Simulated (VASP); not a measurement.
# N (P4_2/mnm) in VASP: further runs

One crystal, N, is run at these levels: PBEsol; tasks: single point.

All numbers are computed with VASP 6.6.1; they aren't measurements. Logs are shortened: lines on timing, memory, paths and dates and some standing lists are left out, and cuts for length are marked.

## 1. Starting point

The structure is tetragonal, space group P4_2/mnm (No. 136). The conventional cell has a = 4.084 Å, b = 4.084 Å, c = 5.346 Å, α = 90.00°, β = 90.00°, γ = 90.00°. Around N (site symmetry m2m) lie 1 N at 1.11 Å.

## 2. Single point, PBEsol

The input, INCAR:

```
PREC = Normal
ENCUT = 460
EDIFF = 1E-6
ISMEAR = 0
SIGMA = 0.05
LREAL = F
LASPH = T
NELM = 100
ALGO = Normal
ISIF = 2
LWAVE = F
LCHARG = F
GGA = PS
ADDGRID = F
```

The input, KPOINTS:

```
regular mesh
0
Gamma
  3 3 2
```

The input, POSCAR:

```
N
1.0
    4.0840619700      0.0000000000      0.0000000000
    0.0000000000      4.0840619700      0.0000000000
    0.0000000000      0.0000000000      5.3459132500
N
4
Direct
    0.4042752000      0.5957248000      0.5000000000
    0.0957248000      0.0957248000      0.0000000000
    0.5957248000      0.4042752000      0.5000000000
    0.9042752000      0.9042752000      0.0000000000
```

Potentials or basis: VASP PAW PBE potentials, release 64 (N).

Run with:

```bash
$ cat potpaw_PBE.64/N/POTCAR > POTCAR
$ mpirun -np 1 vasp_std > vasp.out
```

OUTCAR:

```text
PREC = Normal
   ENCUT = 460
   EDIFF = 1E-6
   ISMEAR = 0
   LREAL = F
   LASPH = T
   NELM = 100
   ISIF = 2
   GGA = PS

 Found      6 irreducible k-points:

 Following reciprocal coordinates:
            Coordinates               Weight
  0.000000  0.000000  0.000000      1.000000
  0.333333  0.000000  0.000000      4.000000
  0.333333  0.333333  0.000000      4.000000
  0.000000  0.000000  0.500000      1.000000
  0.333333  0.000000  0.500000      4.000000
  0.333333  0.333333  0.500000      4.000000
   k-points           NKPTS =      6   k-points in BZ     NKDIM =      6   number of bands    NBANDS=     14
   number of dos      NEDOS =    301   number of ions     NIONS =      4
   total plane-waves  NPLWV =  16128
   dimension x,y,z NGX =    24 NGY =   24 NGZ =   28
   dimension x,y,z NGXF=    48 NGYF=   48 NGZF=   56
   ions per type =               4
   NGX,Y,Z   is equivalent  to a cutoff of   9.77,  9.77,  8.71 a.u.
   NGXF,Y,Z  is equivalent  to a cutoff of  19.54, 19.54, 17.41 a.u.
 SYSTEM =  unknown system
   PREC   = normal    normal or accurate (medium, high low for compatibility)
   ISTART =      0    job   : 0-new  1-cont  2-samecut
   ICHARG =      2    charge: 1-file 2-atom 10-const
   ISPIN  =      1    spin polarized calculation?
   LNONCOLLINEAR =      F non collinear calculations
   LSORBIT =      F    spin-orbit coupling
   LASPH  =      T    aspherical Exc in radial PAW
   ENCUT  =  460.0 eV  33.81 Ry    5.81 a.u.   7.14  7.14  9.35*2*pi/ulx,y,z
   NELM   =    100;   NELMIN=  2; NELMDL= -5     # of ELM steps
   EDIFF  = 0.1E-05   stopping-criterion for ELM
   LREAL  =      F    real-space projection
   EDIFFG = 0.1E-04   stopping-criterion for IOM
   NSW    =      0    number of steps for IOM
   IBRION =     -1    ionic relax: 0-MD 1-quasi-New 2-CG
   NFREE  =      0    steps in history (QN), initial steepest desc. (CG)
   ISIF   =      2    stress and relaxation
   ISYM   =      2    0-nonsym 1-usesym 2-fastsym
   POTIM  = 0.5000    time-step for ionic-motion
   TEBEG  =    0.0;   TEEND  =   0.0 temperature during run
   PSTRESS=    0.0 pullay stress
   NELECT =      20.0000    total number of electrons
   NUPDOWN=      -1.0000    fix difference up-down
   EMIN   =  10.00;   EMAX   =-10.00  energy-range for DOS
   EFERMI =   0.00;   METHOD = LEGACY
   ISMEAR =     0;   SIGMA  =   0.05  broadening in eV -4-tet -1-fermi 0-gaus
   EFERMI_NEDOS =   21; number of points for ismear=-14 and -15
   IALGO  =     38    algorithm
   IMIX   =      4    mixing-type and parameters
     AMIX     =   0.40;   BMIX     =  1.00
     AMIX_MAG =   1.60;   BMIX_MAG =  1.00
  volume/ion in A,a.u.               =      22.29       150.43
  Fermi-wavevector in a.u.,A,eV,Ry     =   0.994678  1.879669 13.461399  0.989385
  Thomas-Fermi vector in A             =   2.126646
   LORBIT       =      0    0 simple, 1 ext, 2 COOP (PROOUT), +10 PAW based schemes
   GGA     = PS    functional components
   LHFCALC =     F    Hartree Fock is set to
   AEXX    =    0.0000 exact exchange contribution
   IVDW    =     0    specifies the selected vdW correction
   LEPSILON=     F    determine dielectric tensor
   LRPA    =     F    only Hartree local field effects (RPA)
 non-spin polarized calculation
 Gauss-broadening in eV      SIGMA  =   0.05
  energy-cutoff  :      460.00
  volume of cell :       89.17
 maximum number of plane-waves:      2012
   NGX = 15   NGY = 15   NGZ = 19

 number of electron      19.9999966 magnetization

 Free energy of the ion-electron system (eV)
  ---------------------------------------------------
  ext. energy  EPLUGINS =         0.00000000
  ---------------------------------------------------
  free energy    TOTEN  =       -34.12503883 eV

  energy without entropy =      -34.12503883  energy(sigma->0) =      -34.12503883

 E-fermi :  -6.1680     XC(G=0):  -6.4933

 val. band max:       -6.4201078968   @ k =   0.3333   0.3333   0.0000
 cond. band min:       0.4604641826   @ k =   0.0000   0.0000   0.0000
 fundamental gap:      6.8805720794
 Fermi energy:        -6.1680256464

 k-point     1 :       0.0000    0.0000    0.0000
  band No.  band energies     occupation
      1     -24.7695      2.00000
      2     -24.7056      2.00000
      3      -9.7142      2.00000
      4      -9.7142      2.00000
      5      -8.4593      2.00000
      6      -7.8874      2.00000
      7      -7.8874      2.00000
      8      -7.7951      2.00000
      9      -7.3821      2.00000
     10      -6.5700      2.00000
     11       0.4605      0.00000
     12       1.3377      0.00000
     13       1.7061      0.00000
     14       1.7061      0.00000

 k-point     2 :       0.3333    0.0000    0.0000
  band No.  band energies     occupation
      1     -24.7443      2.00000
      2     -24.7123      2.00000
      3      -9.9029      2.00000
      4      -9.8977      2.00000
      5      -8.2697      2.00000
      6      -8.1120      2.00000
      7      -8.0169      2.00000
      8      -7.9341      2.00000
      9      -6.8286      2.00000
     10      -6.5188      2.00000
     11       1.1059      0.00000
     12       1.5476      0.00000
     13       1.5603      0.00000
     14       1.5843      0.00000

 k-point     3 :       0.3333    0.3333    0.0000
  band No.  band energies     occupation
      1     -24.7277      2.00000
      2     -24.7117      2.00000
      3     -10.0438      2.00000
      4     -10.0261      2.00000
      5      -8.2239      2.00000
      6      -8.1574      2.00000
      7      -8.1529      2.00000
      8      -7.9829      2.00000
      9      -6.5565      2.00000
     10      -6.4201      2.00000
     11       1.3728      0.00000
     12       1.3884      0.00000
     13       1.7250      0.00000
     14       2.0032      0.00000

 k-point     4 :       0.0000    0.0000    0.5000
  band No.  band energies     occupation
      1     -24.7371      2.00000
      2     -24.7371      2.00000
      3      -9.7037      2.00000
      4      -9.7037      2.00000
      5      -8.2839      2.00000
      6      -8.2839      2.00000
      7      -7.9017      2.00000
      8      -7.9017      2.00000
      9      -6.8146      2.00000
     10      -6.8146      2.00000
     11       0.8754      0.00000
     12       0.8754      0.00000
     13       1.6965      0.00000
     14       1.6965      0.00000

 k-point     5 :       0.3333    0.0000    0.5000
  band No.  band energies     occupation
      1     -24.7282      2.00000
      2     -24.7282      2.00000
      3      -9.9177      2.00000
      4      -9.9177      2.00000
      5      -8.2380      2.00000
      6      -8.2380      2.00000
      7      -7.9002      2.00000
      8      -7.9002      2.00000
      9      -6.6900      2.00000
     10      -6.6900      2.00000
     11       1.1313      0.00000
     12       1.1313      0.00000
     13       1.6997      0.00000
     14       1.6997      0.00000

 k-point     6 :       0.3333    0.3333    0.5000
  band No.  band energies     occupation
      1     -24.7192      2.00000
      2     -24.7190      2.00000
      3     -10.0442      2.00000
      4     -10.0015      2.00000
      5      -8.3787      2.00000
      6      -8.1960      2.00000
      7      -8.0566      2.00000
      8      -7.9507      2.00000
      9      -6.4932      2.00000
     10      -6.4690      2.00000
     11       1.2739      0.00000
     12       1.3268      0.00000
     13       1.8734      0.00000
     14       1.9951      0.00000

------------------------ aborting loop because EDIFF is reached ----------------------------------------

  FORCE on cell =-STRESS in cart. coord.  units (eV):
  Direction    XX          YY          ZZ          XY          YZ          ZX
  --------------------------------------------------------------------------------------
  -------------------------------------------------------------------------------------
  Total        0.8049147      0.8049147     -0.2961592     -0.0000000      0.0000000      0.0000000
  in kB       14.4628509     14.4628509     -5.3214413     -0.0000000      0.0000000      0.0000000
  external PRESSURE =       7.8680869 kB  Pullay stress =       0.0000000 kB

 VOLUME and BASIS-vectors are now :
 -----------------------------------------------------------------------------
  energy-cutoff  :      460.00
  volume of cell :       89.17
      direct lattice vectors                 reciprocal lattice vectors
     4.084061970  0.000000000  0.000000000     0.244854267  0.000000000  0.000000000
     0.000000000  4.084061970  0.000000000     0.000000000  0.244854267  0.000000000
     0.000000000  0.000000000  5.345913250     0.000000000  0.000000000  0.187058778

 POSITION                                       TOTAL-FORCE (eV/Angst)
 -----------------------------------------------------------------------------------
      1.65108      2.43298      2.67296        -0.742012      0.742012      0.000000
      0.39095      0.39095      0.00000         0.742012      0.742012      0.000000
      2.43298      1.65108      2.67296         0.742012     -0.742012     -0.000000
      3.69312      3.69312      0.00000        -0.742012     -0.742012     -0.000000
 -----------------------------------------------------------------------------------
    total drift:                                0.000000     -0.000000      0.000000

  FREE ENERGIE OF THE ION-ELECTRON SYSTEM (eV)
  ---------------------------------------------------
  free  energy   TOTEN  =       -34.1250388272 eV

  energy  without entropy=      -34.1250388272  energy(sigma->0) =      -34.12503883
```

Run time: 4 s. Hardware: 1 thread of Intel Xeon Platinum 8259CL at 2.50GHz (Skylake/Cascade Lake), shared host; peak memory 0.13 GiB.

These settings aren't checked as converged: the numbers below hold their error.

What came out:

```
Free energy            : -34.1250 eV
Pressure               : 0.8 GPa
Largest force          : 1.049 eV/Å
Band gap on the k mesh : 6.88 eV, indirect (least direct gap 7.03 eV)
```

Caveat: the k mesh is coarse (spacing up to 0.59 Å⁻¹), so the values aren't converged; the cutoff is under 1.25 times the usual one of these potentials, so pressure, stress and relaxed cells hold a basis-set (Pulay) error; the standard files for N, O and F lose accuracy on very short bonds; the PAW data sets were made with another functional, which shifts forces and pressure a little; an odd mesh through Γ misses points on the zone boundary, where band edges often lie.

## 3. Single point, PBEsol

Changes to INCAR since step 2:

```diff
@@ -1,2 +1,2 @@
-PREC = Normal
+PREC = Accurate
 ENCUT = 460
@@ -5,3 +5,3 @@
 SIGMA = 0.05
-LREAL = F
+LREAL = Auto
 LASPH = T
```

KPOINTS is that of step 2.

POSCAR is that of step 2.

Potentials or basis: VASP PAW PBE potentials, release 64 (N).

Run with:

```bash
$ cat potpaw_PBE.64/N/POTCAR > POTCAR
$ mpirun -np 1 vasp_std > vasp.out
```

It took 8.6 s on 1 thread of Intel Xeon Platinum 8259CL at 2.50GHz (Skylake/Cascade Lake), shared host; peak memory 0.16 GiB.

These settings aren't checked as converged: the numbers below hold their error.

Results:

```yaml
Free_energy: -34.1232 eV
Pressure: 0.8 GPa
Largest_force: 1.049 eV/Å
Band_gap_on_the_k_mesh: 6.88 eV, indirect (least direct gap 7.03 eV)
```

Caveat: the k mesh is coarse (spacing up to 0.59 Å⁻¹), so the values aren't converged; the cutoff is under 1.25 times the usual one of these potentials, so pressure, stress and relaxed cells hold a basis-set (Pulay) error; the standard files for N, O and F lose accuracy on very short bonds; the PAW data sets were made with another functional, which shifts forces and pressure a little; an odd mesh through Γ misses points on the zone boundary, where band edges often lie.

## 4. Single point, PBEsol

Changes to INCAR since step 3:

```diff
@@ -2,6 +2,6 @@
 ENCUT = 460
-EDIFF = 1E-6
+EDIFF = 0.01
 ISMEAR = 0
 SIGMA = 0.05
-LREAL = Auto
+LREAL = F
 LASPH = T
```

KPOINTS is that of step 3.

POSCAR is that of step 3.

Potentials or basis: VASP PAW PBE potentials, release 64 (N).

Run with:

```bash
$ cat potpaw_PBE.64/N/POTCAR > POTCAR
$ mpirun -np 1 vasp_std > vasp.out
```

OUTCAR:

```text
PREC = Accurate
   ENCUT = 460
   EDIFF = 0.01
   ISMEAR = 0
   LREAL = F
   LASPH = T
   NELM = 100
   ISIF = 2
   GGA = PS

 Found      6 irreducible k-points:

 Following reciprocal coordinates:
            Coordinates               Weight
  0.000000  0.000000  0.000000      1.000000
  0.333333  0.000000  0.000000      4.000000
  0.333333  0.333333  0.000000      4.000000
  0.000000  0.000000  0.500000      1.000000
  0.333333  0.000000  0.500000      4.000000
  0.333333  0.333333  0.500000      4.000000
   k-points           NKPTS =      6   k-points in BZ     NKDIM =      6   number of bands    NBANDS=     14
   number of dos      NEDOS =    301   number of ions     NIONS =      4
   total plane-waves  NPLWV =  36000
   dimension x,y,z NGX =    30 NGY =   30 NGZ =   40
   dimension x,y,z NGXF=    60 NGYF=   60 NGZF=   80
   ions per type =               4
   NGX,Y,Z   is equivalent  to a cutoff of  12.21, 12.21, 12.44 a.u.
   NGXF,Y,Z  is equivalent  to a cutoff of  24.42, 24.42, 24.88 a.u.
 SYSTEM =  unknown system
   PREC   = accura    normal or accurate (medium, high low for compatibility)
   ISTART =      0    job   : 0-new  1-cont  2-samecut
   ICHARG =      2    charge: 1-file 2-atom 10-const
   ISPIN  =      1    spin polarized calculation?
[... 75 lines left out ...]
     12       1.3423      0.00000
     13       1.7115      0.00000
     14       1.7115      0.00000
[... 71 lines left out ...]
      1     -24.7084      2.00000
      2     -24.7082      2.00000
      3     -10.0413      2.00000
      4      -9.9985      2.00000
      5      -8.3742      2.00000
      6      -8.1912      2.00000
      7      -8.0508      2.00000
      8      -7.9447      2.00000
      9      -6.4883      2.00000
     10      -6.4640      2.00000
     11       1.2770      0.00000
     12       1.3301      0.00000
     13       1.8779      0.00000
     14       2.0005      0.00000

------------------------ aborting loop because EDIFF is reached ----------------------------------------

  FORCE on cell =-STRESS in cart. coord.  units (eV):
  Direction    XX          YY          ZZ          XY          YZ          ZX
  --------------------------------------------------------------------------------------
  -------------------------------------------------------------------------------------
  Total        0.7898861      0.7898861     -0.3640560      0.0000000      0.0000000      0.0000000
  in kB       14.1928143     14.1928143     -6.5414220      0.0000000      0.0000000      0.0000000
  external PRESSURE =       7.2814022 kB  Pullay stress =       0.0000000 kB

 VOLUME and BASIS-vectors are now :
 -----------------------------------------------------------------------------
  energy-cutoff  :      460.00
  volume of cell :       89.17
      direct lattice vectors                 reciprocal lattice vectors
     4.084061970  0.000000000  0.000000000     0.244854267  0.000000000  0.000000000
     0.000000000  4.084061970  0.000000000     0.000000000  0.244854267  0.000000000
     0.000000000  0.000000000  5.345913250     0.000000000  0.000000000  0.187058778

 POSITION                                       TOTAL-FORCE (eV/Angst)
 -----------------------------------------------------------------------------------
      1.65108      2.43298      2.67296        -0.732502      0.732502     -0.000000
      0.39095      0.39095      0.00000         0.732502      0.732502      0.000000
      2.43298      1.65108      2.67296         0.732502     -0.732502     -0.000000
      3.69312      3.69312      0.00000        -0.732502     -0.732502     -0.000000
 -----------------------------------------------------------------------------------
    total drift:                               -0.000000     -0.000000      0.000000

  FREE ENERGIE OF THE ION-ELECTRON SYSTEM (eV)
  ---------------------------------------------------
  free  energy   TOTEN  =       -34.1237199412 eV

  energy  without entropy=      -34.1237199412  energy(sigma->0) =      -34.12371994
```

Run time: 4.7 s. Hardware: 1 thread of Intel Xeon Platinum 8259CL at 2.50GHz (Skylake/Cascade Lake), shared host; peak memory 0.17 GiB.

The run converged, but some of its settings lie outside the range that counts as converged, so its numbers aren't taken as properties of the crystal.

Results:

```yaml
Free_energy: -34.1237 eV
Pressure: 0.7 GPa
Largest_force: 1.036 eV/Å
Band_gap_on_the_k_mesh: 6.88 eV, indirect (least direct gap 7.03 eV)
```

Caveat: the k mesh is coarse (spacing up to 0.59 Å⁻¹), so the values aren't converged; the cutoff is under 1.25 times the usual one of these potentials, so pressure, stress and relaxed cells hold a basis-set (Pulay) error; the standard files for N, O and F lose accuracy on very short bonds; the PAW data sets were made with another functional, which shifts forces and pressure a little; an odd mesh through Γ misses points on the zone boundary, where band edges often lie.

## 5. Single point, PBEsol

Changes to INCAR since step 4:

```diff
@@ -2,3 +2,3 @@
 ENCUT = 460
-EDIFF = 0.01
+EDIFF = 0.001
 ISMEAR = 0
```

KPOINTS is that of step 4.

POSCAR is that of step 4.

Run with:

```bash
$ cat potpaw_PBE.64/N/POTCAR > POTCAR
$ mpirun -np 1 vasp_std > vasp.out
```

It took 4.8 s on 1 thread of Intel Xeon Platinum 8259CL at 2.50GHz (Skylake/Cascade Lake), shared host; peak memory 0.16 GiB.

These settings aren't checked as converged: the numbers below hold their error.

Results:

```
Free energy            : -34.1238 eV
Pressure               : 0.6 GPa
Largest force          : 1.076 eV/Å
Band gap on the k mesh : 6.88 eV, indirect (least direct gap 7.03 eV)
```

Caveat: the k mesh is coarse (spacing up to 0.59 Å⁻¹), so the values aren't converged; the cutoff is under 1.25 times the usual one of these potentials, so pressure, stress and relaxed cells hold a basis-set (Pulay) error; the standard files for N, O and F lose accuracy on very short bonds; the PAW data sets were made with another functional, which shifts forces and pressure a little; an odd mesh through Γ misses points on the zone boundary, where band edges often lie.
